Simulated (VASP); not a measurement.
## H10CO5: single point with PBE+D3(BJ)

H10CO5:

```xyz
16
Lattice="5.2512 0.0000 0.0000 0.0000 5.2512 0.0000 0.0000 0.0000 5.2512" Properties=species:S:1:pos:R:3 pbc="T T T"
O     0.4165    2.8101    5.2629
O     2.3643    4.5110    3.3177
O     0.7890    1.3980    3.0590
O     3.0153    2.3767    1.3116
O     3.9912    5.1658    5.8372
H     0.5440    2.2493    4.4469
H    -0.4950    2.6014    5.5897
H     3.0546    4.1489    2.7295
H     2.8262    4.4815    4.2137
H     1.4256    1.9349    2.3918
H     1.3138    0.5861    3.2574
H     2.5958    2.2359    0.4648
H     3.5392    1.5685    1.4410
H     5.9760    5.2441    5.8210
H     5.0625    4.6752    4.1358
C     5.0828    4.9292    5.2601
```

The cell was built by a generator and needn't be a form met in nature.

```
Program             : VASP 6.6.1
Task                : single point
Functional          : PBE
Dispersion          : D3(BJ)
Potentials or basis : VASP PAW PBE potentials, release 64 (O, H, C)
Cutoff              : 520 eV
k mesh              : 1 × 1 × 1
Occupations         : fermi-dirac, width 0.02 eV
Spin                : no spin polarisation
```

```
Pressure                   : -2.1 GPa
Largest force              : 2.682 eV/Å
Band gap on the k mesh     : 4.53 eV, direct
Dispersion energy per atom : -0.043 eV
```

Forces on the atoms (eV/Å):
```
O   -0.292 -0.165  0.927
O    1.010 -0.376  1.483
O    1.362  1.612 -1.655
O    0.495  0.313  0.893
O    0.520 -0.783 -0.395
H    0.070  0.018 -0.866
H    0.371  0.095  0.112
H   -0.313  0.051 -0.565
H   -0.737  0.355 -0.698
H   -1.437 -1.315  1.660
H    0.280 -0.112 -0.345
H   -0.860  0.006 -0.751
H    0.167 -0.660  0.243
H    0.781 -0.362 -0.244
H    0.358  0.515  1.133
C   -1.775  0.807 -0.931
```

Stress tensor (GPa, compression positive):
```
-2.78 -0.70  1.03
-0.70 -0.49 -0.85
 1.03 -0.85 -3.15
```

Levels at points of the mesh, in eV from the valence-band top:
```csv
k point,band 20,band 21,band 22,band 23,band 24,band 25
"(0.00, 0.00, 0.00)",-0.94,-0.78,0.00,4.53,4.66,7.64
```

Wall time 14 s on 1 thread of Intel(R) Xeon(R) Platinum 8488C (Sapphire Rapids) (shared host), peak memory 0.24 GiB.

Caveat: the standard files for N, O and F lose accuracy on very short bonds.
